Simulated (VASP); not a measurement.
# RbCl (Fm-3m) in VASP: a series of runs, part 2 of 2

VASP 6.6.1.

## Step 3: Elastic constants, PBE

This run uses another cell than the first one, of 37.60 Å³/atom, 1.071 times its volume.

Input file POSCAR:

```
RbCl
1.0
    0.0000000000      3.3502273660      3.3502273660
    3.3502273660      0.0000000000      3.3502273660
    3.3502273660      3.3502273660      0.0000000000
  Rb              Cl
     1     1
Direct
     0.0000000000000000    0.0000000000000000    0.0000000000000000
     0.5000000000000000    0.5000000000000000    0.5000000000000000
```

Input file INCAR.step1:

```
SYSTEM = RbCl
PREC     = Accurate       ! precision mode
ENCUT    = 600            ! plane-wave cutoff, eV
EDIFF    = 1E-8           ! SCF threshold, eV
ISMEAR   = 0              ! smearing method
SIGMA    = 0.03           ! smearing width, eV
LREAL    = .False.        ! projectors in reciprocal space
LASPH    = .True.         ! aspherical terms in the spheres
NELM     = 80             ! most SCF steps
ALGO     = Fast           ! electronic algorithm
ISIF     = 3              ! what is computed and relaxed
LWAVE    = .False.        ! write WAVECAR
LCHARG   = .False.        ! write CHGCAR
GGA      = PE             ! functional
IBRION   = 2              ! ionic algorithm
NSW      = 40             ! ionic steps
EDIFFG   = -0.002         ! ionic threshold
```

Input file INCAR.step2:

```
SYSTEM = RbCl
PREC     = Accurate       ! precision mode
ENCUT    = 600            ! plane-wave cutoff, eV
EDIFF    = 1E-8           ! SCF threshold, eV
ISMEAR   = 0              ! smearing method
SIGMA    = 0.03           ! smearing width, eV
LREAL    = .False.        ! projectors in reciprocal space
LASPH    = .True.         ! aspherical terms in the spheres
NELM     = 80             ! most SCF steps
ALGO     = Fast           ! electronic algorithm
ISIF     = 3              ! what is computed and relaxed
LWAVE    = .False.        ! write WAVECAR
LCHARG   = .False.        ! write CHGCAR
GGA      = PE             ! functional
IBRION   = 6              ! ionic algorithm
NFREE    = 2            
POTIM    = 0.015          ! step
NSW      = 1              ! ionic steps
```

Input file KPOINTS:

```
Automatic mesh
0
Gamma
  8 8 8
  0 0 0
```

Potentials or basis: VASP PAW PBE potentials, release 64 (Rb_sv, Cl).

On the command line:

```
cat potpaw_PBE.64/Rb_sv/POTCAR potpaw_PBE.64/Cl/POTCAR > POTCAR
cp INCAR.step1 INCAR
mpirun -np 1 vasp_std > vasp.out
cp CONTCAR POSCAR
cp INCAR.step2 INCAR
mpirun -np 1 vasp_std > vasp.out
```

OUTCAR:

```text
SYSTEM = RbCl
   PREC = Accurate
   ENCUT = 600
   EDIFF = 1E-8
   ISMEAR = 0
   LREAL = .False.
   LASPH = .True.
   NELM = 80
   ISIF = 3
   GGA = PE
   IBRION = 6
   NFREE = 2
   POTIM = 0.015
   NSW = 1

 ion  position               nearest neighbor table
   1  0.000  0.000  0.000-   2 3.35   2 3.35   2 3.35   2 3.35   2 3.35   2 3.35
   2  0.500  0.500  0.500-   1 3.35   1 3.35   1 3.35   1 3.35   1 3.35   1 3.35

  LATTYP: Found a face centered cubic cell.
 ALAT       =     6.7030987851

  Lattice vectors:

 A1 = (   0.0000000000,   3.3515493925,   3.3515493925)
 A2 = (   3.3515493925,   0.0000000000,   3.3515493925)
 A3 = (   3.3515493925,   3.3515493925,   0.0000000000)

Analysis of symmetry for initial positions (statically):
=====================================================================
 Subroutine PRICEL returns:
 Original cell was already a primitive cell.

 Routine SETGRP: Setting up the symmetry group for a
 face centered cubic supercell.

 Subroutine GETGRP returns: Found 48 space group operations
 (whereof 48 operations were pure point group operations)
 out of a pool of 48 trial point group operations.

The static configuration has the point symmetry O_h .

[... 732 lines left out ...]
  Total        0.0018592      0.0000240      0.0000240     -0.0000000     -0.0000000      0.0000000
  in kB        0.0395622      0.0005115      0.0005115     -0.0000000     -0.0000000      0.0000000
  external PRESSURE =       0.0135284 kB  Pullay stress =       0.0000000 kB
[... 17 lines left out ...]
  FREE ENERGIE OF THE ION-ELECTRON SYSTEM (eV)
  ---------------------------------------------------
  free  energy   TOTEN  =        -6.6759964085 eV

  energy  without entropy=       -6.6759964085  energy(sigma->0) =       -6.67599641

 INTERNAL STRAIN TENSORS FROM STRAINED CELLS
 ============================================

 INTERNAL STRAIN TENSOR FOR ION    1 for displacements in x,y,z  (eV/Angst):
          X           Y           Z          XY          YZ          ZX
  --------------------------------------------------------------------------------
  x    -0.00000     0.00000    -0.00000     0.00000     0.00000    -0.00000
  y     0.00000    -0.00000     0.00000     0.00000     0.00000    -0.00000
  z     0.00000    -0.00000     0.00000     0.00000    -0.00000     0.00000

 INTERNAL STRAIN TENSORS FROM DISPLACED ATOMS
 ============================================

 INTERNAL STRAIN TENSOR FOR ION    1 for displacements in x,y,z  (eV/Angst):
          X           Y           Z          XY          YZ          ZX
  --------------------------------------------------------------------------------
  x     0.00000     0.00000     0.00000     0.00000     0.00000     0.00000
  y     0.00000     0.00000     0.00000     0.00000     0.00000     0.00000
  z     0.00000     0.00000     0.00000     0.00000     0.00000     0.00000

 INTERNAL STRAIN TENSOR FOR ION    2 for displacements in x,y,z  (eV/Angst):
          X           Y           Z          XY          YZ          ZX
  --------------------------------------------------------------------------------
  x     0.00000     0.00000     0.00000     0.00000     0.00000     0.00000
  y     0.00000     0.00000     0.00000     0.00000     0.00000     0.00000
  z     0.00000     0.00000     0.00000     0.00000     0.00000     0.00000

 Eigenvectors and eigenvalues of the dynamical matrix
 ----------------------------------------------------

   1 f  =    3.051332 THz    19.172085 2PiTHz  101.781484 cm-1    12.619290 meV
             X         Y         Z           dx          dy          dz
      0.000000  0.000000  0.000000    -0.539152   -0.000000    0.000000
      3.351549  3.351549  3.351549     0.842209    0.000000    0.000000
[... 21 lines left out ...]
   6 f/i=    0.008413 THz     0.052858 2PiTHz    0.280616 cm-1     0.034792 meV
             X         Y         Z           dx          dy          dz
      0.000000  0.000000  0.000000     0.026449    0.785404   -0.302914
      3.351549  3.351549  3.351549     0.016932    0.502787   -0.193915

--------------------------------------------------------------------------------------------------------

 ELASTIC MODULI CONTR FROM IONIC RELAXATION (kBar)
 Direction    XX          YY          ZZ          XY          YZ          ZX
 --------------------------------------------------------------------------------
 XX           0.0000      0.0000      0.0000      0.0000      0.0000      0.0000
 YY           0.0000      0.0000      0.0000      0.0000      0.0000      0.0000
 ZZ           0.0000      0.0000      0.0000      0.0000      0.0000      0.0000
 XY           0.0000      0.0000      0.0000      0.0000      0.0000      0.0000
 YZ           0.0000      0.0000      0.0000      0.0000      0.0000      0.0000
 ZX           0.0000      0.0000      0.0000      0.0000      0.0000      0.0000
 --------------------------------------------------------------------------------

 TOTAL ELASTIC MODULI (kBar)
 Direction    XX          YY          ZZ          XY          YZ          ZX
 --------------------------------------------------------------------------------
 XX         320.0518     54.3819     54.3819     -0.0000     -0.0000     -0.0000
 YY          54.3819    320.0518     54.3819     -0.0000      0.0000      0.0000
 ZZ          54.3819     54.3819    320.0518      0.0000      0.0000     -0.0000
 XY          -0.0000     -0.0000      0.0000     52.9551      0.0000     -0.0000
 YZ          -0.0000      0.0000      0.0000      0.0000     52.9551      0.0000
 ZX          -0.0000      0.0000     -0.0000     -0.0000      0.0000     52.9551
 --------------------------------------------------------------------------------
```

OUTCAR.step1:

```text
SYSTEM = RbCl
   PREC = Accurate
   ENCUT = 600
   EDIFF = 1E-8
   ISMEAR = 0
   LREAL = .False.
   LASPH = .True.
   NELM = 80
[... 654 lines left out ...]
  -------------------------------------------------------------------------------------
  Total        0.0000615      0.0000615      0.0000615     -0.0000000      0.0000000      0.0000000
  in kB        0.0013084      0.0013084      0.0013084     -0.0000000      0.0000000      0.0000000
  external PRESSURE =       0.0013084 kB  Pullay stress =       0.0000000 kB
[... 17 lines left out ...]
  FREE ENERGIE OF THE ION-ELECTRON SYSTEM (eV)
  ---------------------------------------------------
  free  energy   TOTEN  =        -6.6761016584 eV

  energy  without entropy=       -6.6761016584  energy(sigma->0) =       -6.67610166

 reached required accuracy - stopping structural energy minimisation
```

Run time: 22 min. Hardware: 1 thread of AMD EPYC 9R45 (Zen 5), shared host; peak memory 0.44 GiB.

Results:

```
Relaxed volume                                          : 37.65 Å³/atom
Relaxed cell                                            : a = 4.740 Å, b = 4.740 Å, c = 4.740 Å, α = 60.00°, β = 60.00°, γ = 60.00°
Space group after relaxing (to 0.05 Å)                  : Fm-3m (No. 225)
Elastic constants C11, C12, C44                         : 32, 5, 5 GPa
Voigt bulk modulus                                      : 14 GPa
Highest phonon frequency at Γ, LO-TO splitting left out : 102 cm⁻¹
```

Final structure:
```
Rb Cl
1.0
     0.00000    3.35155    3.35155
     3.35155    0.00000    3.35155
     3.35155    3.35155    0.00000
Rb Cl
1 1
Direct
  0.00000 0.00000 0.00000
  0.50000 0.50000 0.50000
```

Phonon frequencies in cm⁻¹ (negative: imaginary):
```
              q point        frequencies
(0.000, 0.000, 0.000)  0 0 0 102 102 102
```

Elastic tensor in Voigt notation (GPa, in the Cartesian axes of the cell as first typed):
```
32  5  5  0  0  0
 5 32  5  0  0  0
 5  5 32  0  0  0
 0  0  0  5  0  0
 0  0  0  0  5  0
 0  0  0  0  0  5
```

Clamped-ion elastic tensor (GPa):
```
32  5  5  0  0  0
 5 32  5  0  0  0
 5  5 32  0  0  0
 0  0  0  5  0  0
 0  0  0  0  5  0
 0  0  0  0  0  5
```
